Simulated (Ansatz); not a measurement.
**RbCl: response to strain**

The reference is RbCl in the rock salt structure (space group Fm-3m, No. 225; a = 6.698 Å).

Strains are applied to the cell and any free atomic positions relax.

Computed with PBE/PAW in Ansatz (a first-principles code), no spin-orbit coupling.

| isotropic strain (%) | band gap (eV) |
|---|---|
| -5.71 | 5.43 |
| -0.84 | ? |
| -0.58 | 4.89 |
| 0 | 4.84 |

Problem. Fit E_g = E₀ + Dε (ε in %) to the rows shown and predict the withheld row.

Solution. Least squares on the printed values gives E₀ = 4.84 eV, D = -104 meV per % of strain (largest residual 0.01 eV); this predicts 4.92 eV, and the run gives 4.91 eV, in agreement.

Stability against distortions was not tested.
